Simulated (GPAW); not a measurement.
Runs of GPAW 26.7.0 on CdS. Symmetry: P3m1, No. 156, trigonal system. Conventional cell: a = 4.261 Å, b = 4.261 Å, c = 5.804 Å, α = 90.00°, β = 90.00°, γ = 120.00°. Cd (site symmetry 3m) is surrounded by 3 S at 2.46 Å. S (site symmetry 3m) has 3 Cd at 2.46 Å as nearest neighbours. Measurements of this composition are mostly on another form, of space group No. 186.

```csv
task,level,potentials or basis,band path,band points,gap on the mesh (eV),pressure (GPa),largest force (eV/Å)
band structure,PBEsol,"PAW data sets generated in the run's folder for this functional, pw","GMKGALHA,LM,KH",60,(c),-1.6,0.02
band structure,LDA,"the program's PAW data sets (release 1.2.1) made for this functional, pw","GMKGALHA,LM,KH",60,1.24,-2.6,(a)
single point,TB-mBJ,"GPAW PAW data sets for LDA (gpaw-data 1.2.1), pw",-,-,3.16,-,-
band structure,r2SCAN,"GPAW PAW data sets (gpaw-data 1.2.1), pw","GMKGALHA,LM,KH",60,1.87,(b),0.02
```

Alike in all rows: no spin polarisation; cell as given; k mesh 6 × 6 × 4; cutoff (eV) 600; smearing fermi-dirac 0.05 eV.

Problem. Estimate the missing entries.

Solution. (a) 0.03; (b) -0.9; (c) 1.40.

Caveats: the PAW data sets were made with another functional, which shifts forces and pressure a little (some runs); a model potential gives levels but no total energy (some runs).

A k mesh can miss the band edges, and the runs leave out spin-orbit coupling on Cd.

Runs at the PBE level aren't shown here.
